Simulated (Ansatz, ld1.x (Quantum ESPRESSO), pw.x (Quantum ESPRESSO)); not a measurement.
**Equation-of-state test of one RRKJ potential (C)**

carbon (C), norm-conserving RRKJ (Kleinman–Bylander form), made with ld1.x (Quantum ESPRESSO) 7.5 (PBE, scalar-relativistic). Core [He], reference 2s2 2p2. Waves: 2s (bound): rc 1.15 bohr; 2p (bound): rc 1.90 bohr; 3d channel at -0.15 Ry: rc 1.90 bohr. Local part: all-electron potential smoothed inside 1.20 bohr (lloc = -1). Core correction: none. rho0 = 0.02.

Atomic tests: cutoffs needed: 45 Ry and 60 Ry (the cutoffs (Ry, on a coarse ladder) from which the occupation-weighted sum of valence levels, in a spherical-Bessel basis at the reference potential, stays within 10 and 1 mRy of its value at 400 Ry); ghost test: no extra level below or beside the all-electron valence levels (s, p, d, f tested) (spherical-Bessel basis up to 400 Ry, 20 bohr box); largest excitation error: +626 meV (all-electron minus pseudo) for 2s1 2p0, out of 7 test configurations.

Crystal test: sc C in pw.x 7.5, no spin, 18³ k-points, Fermi–Dirac smearing 0.01 Ry, cutoffs 75/300 Ry. The lattice is a test structure that the element need not adopt, and mesh and smearing are coarse.

pw.x input:

```
&control
  calculation='scf', prefix='x', pseudo_dir='./', outdir='./tmp', tstress=.true., disk_io='none'
/
&system
  ibrav=0, nat=1, ntyp=1, ecutwfc=75, ecutrho=300, nbnd=9,
  occupations='smearing', smearing='fd', degauss=0.01
/
&electrons
  conv_thr=1e-09, mixing_beta=0.4, electron_maxstep=70
/
ATOMIC_SPECIES
C 1.0 C.UPF
CELL_PARAMETERS angstrom
  1.75786932 0.00000000 0.00000000
  0.00000000 1.75786932 0.00000000
  0.00000000 0.00000000 1.75786932
ATOMIC_POSITIONS crystal
C 0.0000 0.0000 0.0000
K_POINTS automatic
18 18 18 0 0 0
```

```bash
pw.x < C.scf.in > C.scf.out
```

Q: How does the run end?

A: It converges; the pressure is 7.70 GPa against 11.16 GPa from all-electron LAPW. The largest radius (1.90 bohr) exceeds half the bond length (1.66 bohr), so the spheres overlap, which is one possible source of error among others. The log shows:

```
     number of electrons       =         4.00
     number of Kohn-Sham states=            9
     kinetic-energy cutoff     =      75.0000  Ry
     charge density cutoff     =     300.0000  Ry
     scf convergence threshold =      1.0E-09
     Exchange-correlation= PBE
     number of k points=   220  Fermi-Dirac smearing, width (Ry)=  0.0100
     iteration #  1     ecut=    75.00 Ry     beta= 0.40
     total energy              =     -11.15815783 Ry
     estimated scf accuracy    <       0.00731333 Ry
     iteration #  2     ecut=    75.00 Ry     beta= 0.40
     total energy              =     -11.15818452 Ry
     estimated scf accuracy    <       0.00235870 Ry
     iteration #  3     ecut=    75.00 Ry     beta= 0.40
     total energy              =     -11.15826460 Ry
     estimated scf accuracy    <       0.00001923 Ry
     iteration #  4     ecut=    75.00 Ry     beta= 0.40
     total energy              =     -11.15826569 Ry
     estimated scf accuracy    <       0.00000070 Ry
     iteration #  5     ecut=    75.00 Ry     beta= 0.40
     total energy              =     -11.15826572 Ry
     estimated scf accuracy    <          9.8E-09 Ry
     iteration #  6     ecut=    75.00 Ry     beta= 0.40
     total energy              =     -11.15826572 Ry
     estimated scf accuracy    <          1.7E-09 Ry
     iteration #  7     ecut=    75.00 Ry     beta= 0.40
     the Fermi energy is    15.1970 ev
!    total energy              =     -11.15826572 Ry
     estimated scf accuracy    <          3.0E-11 Ry
     smearing contrib. (-TS)   =      -0.00138023 Ry
     The total energy is F=E-TS. E is the sum of the following terms:
     one-electron contribution =       5.57686746 Ry
     hartree contribution      =       0.38411578 Ry
     xc contribution           =      -3.45193214 Ry
     ewald contribution        =     -13.66593659 Ry
     convergence has been achieved in   7 iterations
          total   stress  (Ry/bohr**3)                   (kbar)     P=       76.95
     Message from routine punch:
     Nothing written, as per user request (disk_io='none')
```
